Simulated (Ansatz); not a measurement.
# WS2 (2H (MoS2) bulk type): testing the settings of optics runs, part 2 of 2

Aim: run 3 optics inputs for WS2 (2H (MoS2) bulk type) as typed, and read from each log whether it ends well.

Ansatz 0.2.0; plane waves, PAW; the settings change from run to run, as each input shows; no spin polarisation; no spin-orbit coupling unless a run is so named. Earlier steps stand in the parts before.

## (4) Try 3

Input file input.yaml:

```yaml
crystal:
  lattice:
    - [3.1699463355, 0.0, 0.0]
    - [-1.5849731677, 2.7452540551, 0.0]
    - [0.0, 0.0, 12.4910704279]
  atoms:
    - { symbol: W, position: [0.3333333333, 0.6666666667, 0.25] }
    - { symbol: W, position: [0.6666666667, 0.3333333333, 0.75] }
    - { symbol: S, position: [0.6666666667, 0.3333333333, 0.3751079148] }
    - { symbol: S, position: [0.6666666667, 0.3333333333, 0.1248920852] }
    - { symbol: S, position: [0.3333333333, 0.6666666667, 0.8751079148] }
    - { symbol: S, position: [0.3333333333, 0.6666666667, 0.6248920852] }
kpoints:
  mp_grid: { grid: [6, 6, 2] }
hamiltonian:
  xc: pbe
scf:
  occupations: { method: fixed }
output:
  optics:
    e_range: [0, 15]
    de: 0.1
    sigma: 0.05
    scissors: 0
    scheme: gaussian
    bands: { spectra_wanted_up_to: 15 }
  write_density: true
  write_potential: true
  elf: true
  volumetric_format: npy
```

On the command line:

```sh
ansatz run input.yaml --threads 4 --pin off --max-ram 5529MiB --backend cpu --events-out ev --progress --plain --runs-dir out
```

What it wrote:

```text
Warning: RAYON_NUM_THREADS=4 ignored (pool sized by the plan → 4); use --threads N
Engine: ansatz 0.2.0, aarch64-unknown-linux-gnu
Pseudopotentials: kind: paw
Pseudopotential: W, paw, valence charge 14, recommended cutoff 420 eV (normal), W.paw.azcp
Pseudopotential: S, paw, valence charge 6, recommended cutoff 420 eV (normal), S.paw.azcp
Functional definition: PBE
  parameter kappa = 0.804
  parameter beta = 0.06672455060314922
  exchange = pbe_x(kappa = kappa, mu = beta*pi^2/3)
  correlation = pbe_c(beta = beta)
Crystal: 6 atoms, lattice volume = 108.701 Å³
Basis set: ecut = 420 eV, 2105 PW (Γ)
Bands: 32, of which v1, the nominal top of the filled ones, is band 26 counted from 1 (25 counted from 0)
Symmetry: 24 space group operations
Space group: P63/mmc (ITA 194), of the structure as read, at distance tolerance 4.8e-5 Å
k-points: 14 of 72
Non-local potential: W, projectors of the file, l = 0: 3, l = 1: 2, l = 2: 2, l = 3: 1
Non-local potential: S, projectors of the file, l = 0: 2, l = 1: 2, l = 2: 2
PAW form: soft (Blöchl's): semilocal exchange-correlation on the pseudo side does not see the compensation charge
PAW one-centre angular grid: W, 590 points (default); XC on 64 Gauss nodes
PAW one-centre angular grid: S, 110 points (default); XC on 64 Gauss nodes
Initial density: superposition of atomic densities (neutral atoms: chi_scale 0, normalization atom), corrected by the library's trained network
Initial wavefunctions: pseudopotential atomic-orbital guess
Functional: x = pbe(κ = 0.804, μ = 0.2195149727645171), c = pbe(β = 0.06672455060314922)
SCF iter   1: F=—  HF=-24382.776679 eV  |F-HF|=—  |Δ(HF+E_count)|=         —  Δρ=5.20e-3  dr2=1.74e-2  ethr=1.77e-3  ⟨swp⟩=5.0  Hψ=1796  notcnv=0  defer=39
preconditioner: auto → Resta (q_TF=auto, 2.413 Å⁻¹)  ε∞=7.4  [insulator: Δε(μ)=1.042 eV  Ē_g=8.418 eV  n_scr=26 (ndim 8)  ℏωp=21.4 eV  f_vac=0.024  ε∞_Penn≈7.4]
SCF iter   2: F=—  HF=-24382.780862 eV  |F-HF|=—  |Δ(HF+E_count)|=   4.18e-3  Δρ=2.76e-3  dr2=2.22e-3  ethr=3.35e-5  ⟨swp⟩=2.1  Hψ=745  notcnv=0  defer=52
SCF iter   3: F=—  HF=-24382.784492 eV  |F-HF|=—  |Δ(HF+E_count)|=   3.63e-3  Δρ=1.25e-3  dr2=4.95e-4  ethr=4.27e-6  ⟨swp⟩=2.0  Hψ=639  notcnv=0  defer=54
SCF iter   4: F=—  HF=-24382.785501 eV  |F-HF|=—  |Δ(HF+E_count)|=   1.01e-3  Δρ=6.61e-5  dr2=5.02e-6  ethr=9.53e-7  ⟨swp⟩=2.0  Hψ=692  notcnv=0  defer=54
SCF iter   5: F=—  HF=-24382.785510 eV  |F-HF|=—  |Δ(HF+E_count)|=   9.61e-6  Δρ=1.30e-5  dr2=1.88e-7  ethr=9.65e-9  ⟨swp⟩=2.0  Hψ=732  notcnv=0  defer=23
SCF iter   6: F=—  HF=-24382.785510 eV  |F-HF|=—  |Δ(HF+E_count)|=   7.10e-8  Δρ=3.89e-6  dr2=2.43e-8  ethr=3.61e-10  ⟨swp⟩=2.4  Hψ=669  notcnv=0  defer=23
SCF iter   7: F=—  HF=-24382.785510 eV  |F-HF|=—  |Δ(HF+E_count)|=   1.33e-8  Δρ=9.25e-7  dr2=1.61e-9  ethr=4.67e-11  ⟨swp⟩=2.0  Hψ=642  notcnv=0  defer=23
SCF iter   8: F=—  HF=-24382.785510 eV  |F-HF|=—  |Δ(HF+E_count)|=   1.03e-9  Δρ=1.55e-7  dr2=3.99e-11  ethr=3.09e-12  ⟨swp⟩=2.0  Hψ=671  notcnv=0  defer=23
SCF iter   9: F=-24382.785510 eV  HF=-24382.785510 eV  |F-HF|=3.64e-12  |Δ(HF+E_count)|=  5.09e-11  Δρ=2.92e-8  dr2=1.07e-12  ethr=1.00e-12  ⟨swp⟩=8.8  Hψ=1675  notcnv=0
SCF 1 converged in 9 iterations: F = -24382.785510 eV  dr2 = 1.07e-12
NSCF: frozen V_eff on 14 k-points
Optics k sum: 0 of 14 k-points
[...]
output.optics: what the bands over the 68 summed would add to eps1, eps2 and the energy-loss function is held between a lower and an upper bound (7 Lanczos steps). eps1, eps2 and their loss function (loss_summed_bands) are given on every row as the summed bands alone make them. Along an axis, on a row where the two bounds hold the loss function to about 1 % of the greater of itself and 0.5 % of |1/eps|, its cell (loss_completed) is given, with the completed eps1 and eps2 that it is formed of (a cell that is left empty reads nan in the table and null in the record). The two bounds hold it so along every axis on all 151 rows up to 15.000 eV. The run works to bound the rows up to 15.000 eV and no higher ones: a peak of the loss function over that energy may be left empty with no warning. To have the run work for it, set output.optics.bands.spectra_wanted_up_to to a higher energy. perfect_screening_sum, loss_f_sum_n_eff and, beside carriers, perfect_screening_limit are those of loss_summed_bands: over the bounded function the two sums would run over rows that are not all bounded, and lack what the bands left out lay past the top of the energy grid. Bounded is said of the bands left out alone, which are those that the basis at basis.ecutwfc holds: it says nothing of that cutoff, of the k-point mesh, of what the sum inside its cells errs by (eps2_relative_error), of the factors of all_electron_strengths, nor of how far the SCF is converged. The bands left out are taken at the k-points, and what their mean over the points' cells stands off that by is in neither bound: the run's estimate of it, which the test of a row counts in, is 0.07 % of |eps| at the most among the values given; where the mean stood off by over 0.5 % the points' spread read 0.1 to 3 times that
SCF converged after 9 iterations
Free energy (F): -24382.785510 eV
Harris-Foulkes:  -24382.785510 eV  (|F-HF|=3.64e-12)
Internal energy: -24382.785510 eV  (E = F + TS)
E sigma→0 (E₀):  -24382.785510 eV
Fermi energy:    11.366731 eV
--- Per-component energies (eV) ---
  E_band       = -390.605354
  E_kinetic    = 1333.785835
  E_local      = -3634.487613  (includes V_loc(G=0)·N_el)
  E_nonlocal   = 114.758672
  E_hartree    = 1448.168251
  E_xc         = -924.813478
  E_vxc        = -830.746521  (∫ρ·V_xc dr)
  E_paw        = -19526.324240  (= ΣΔE_a)
  E_vpaw       = -270.252120  (= ΣTr[D̂ρ^β])
  E_aug_tail   = -0.000128  (compensation charges beyond the density's cutoff)
  E_ewald      = -3193.872809
  E_smearing   = -0.000000  (= −TS)
  E_closure    = -0.000000  (closes the sum)
  Σ components = -24382.785510   (vs F -24382.785510, Δ=0.00e0)
--- Band table (eV; the first three rows and the last of 14) ---
  k-point 0: bands = ["-63.1795", "-63.1795", "-27.4742", "-27.4741", "-27.3067", "-27.3067", "-27.3067", "-27.3067", "-4.2016", "-4.0157", "-2.6206", "-2.2615", "3.8564", "4.7747", "7.6820", "7.8429", "7.8429", "7.8542", "7.8542", "9.0798", "9.0798", "9.1222", "9.1222", "9.7869", "10.2497", "11.3667", "13.6480", "13.6480", "13.6559", "13.6559", "13.7437", "13.7437"]
  k-point 1: bands = ["-63.1795", "-63.1795", "-27.4742", "-27.4742", "-27.3067", "-27.3067", "-27.3067", "-27.3067", "-4.1170", "-4.1170", "-2.4355", "-2.4355", "4.2594", "4.2594", "7.8484", "7.8484", "7.8484", "7.8484", "8.5469", "8.5469", "9.1010", "9.1010", "9.1010", "9.1010", "11.0559", "11.0559", "13.6447", "13.6447", "13.6447", "13.6447", "13.8267", "13.8267"]
  k-point 2: bands = ["-63.1750", "-63.1750", "-27.4580", "-27.4579", "-27.3958", "-27.3958", "-27.3275", "-27.3275", "-3.7528", "-3.5688", "-2.4369", "-2.1208", "4.3737", "5.2752", "6.8333", "6.8843", "7.0415", "7.8559", "8.2619", "8.2927", "8.4664", "8.5206", "9.0566", "9.8828", "10.1777", "10.5602", "12.9549", "13.3925", "13.5057", "13.5863", "13.6111", "13.7886"]
  k-point 13: bands = ["-63.1594", "-63.1594", "-27.5678", "-27.5678", "-27.5325", "-27.5325", "-27.4009", "-27.4009", "-1.6254", "-1.6254", "-1.5227", "-1.5227", "4.8963", "4.8963", "5.3105", "5.3105", "6.2025", "6.2025", "6.6712", "6.6712", "7.5839", "7.5839", "8.3223", "8.3223", "10.7194", "10.7194", "12.5844", "12.5844", "14.0218", "14.0218", "14.7981", "14.7981"]
```

Run time: 28 s. Hardware: 4 threads of Arm Neoverse V1, shared host; peak memory 0.95 GiB.

optics.tsv begins:

```
# eps_inf(xx yy zz) = 14.368392 14.368392 8.875969
# eps_inf_bands = all
# eps_inf_summed_bands(xx yy zz) = 14.321091 14.321091 8.831384
# eps_inf_completed(xx yy zz) = 14.368392 14.368392 8.875969
# eps2_relative_error = 0.0015
# eps_inf_relative_error = 0.0039
# f_sum_n_eff(xx yy zz) = 42.657467 42.657467 43.019702 of n_electrons = 52.000000
# n_bands = 68
# n_bands_set_by = photon_energy
# valid_up_to_ev = 21.430653
# least_direct_gap_ev = 1.770914e0 at k(fractional) = 0.333333 0.333333 0.000000, k_point = 12, channel = 0, bands = 25 26 (counted from 0)
```

The dielectric function from optics.tsv (yy equals xx), one row in 9 (narrow peaks fall between the rows):

```csv
E (eV),ε₂ xx,ε₂ zz,ε₁ xx,ε₁ zz
1.50,0.00,0.00,18.08,9.53
2.40,9.95,0.06,25.74,11.80
3.30,18.71,4.24,6.62,10.60
4.20,13.22,3.93,7.79,12.61
5.10,12.14,10.70,-0.66,12.44
6.00,11.14,19.72,-0.17,9.24
6.90,8.17,7.22,-3.19,-1.49
7.80,5.18,6.47,-2.25,3.10
8.70,4.55,12.22,-1.39,3.12
9.60,4.67,8.11,-0.09,-2.25
10.50,3.86,5.25,-0.72,-3.83
11.40,5.15,4.20,-1.90,-3.39
12.30,3.10,2.42,-1.58,-3.01
13.20,2.70,1.70,-1.81,-1.95
14.10,2.21,2.32,-1.75,-1.11
15.00,1.43,1.53,-1.61,-2.01
```

Tallest peaks of ε₂ (mean of the periodic axes): 17.5 at 2.70 eV, 13.7 at 4.60 eV, 14.2 at 6.10 eV.

## (5) How the runs ended

The summary covers parts 1 to 2.

```tsv
try	settings	ended	result	time
1	LDA, 6×6×2, fermi-dirac width 0.4 eV, scissors 2.5 eV	converged	ε∞ 9.63 (xx, yy), 6.85 (zz); tallest peak of ε₂: 12.3 at 5.80 eV	43 s
2	PBEsol, 6×6×2, gaussian width 0.25 eV, scissors 0.3 eV	converged	ε∞ 14.38 (xx, yy), 8.72 (zz); tallest peak of ε₂: 16.8 at 3.20 eV	4.9 s
3	PBE, 6×6×2, gaussian width 0.05 eV, scissors 0 eV	converged	ε∞ 14.37 (xx, yy), 8.88 (zz); tallest peak of ε₂: 17.5 at 2.70 eV	28 s
```

In words: 3 converged. Among the runs without a faulty setting ε∞ spans 8.71 (LDA, scissors 2.5 eV) to 12.54 (PBE, scissors 0 eV); the bands summed and other settings may differ too, as the inputs show. These values shouldn't be quoted for the material: the settings weren't chosen for accuracy.
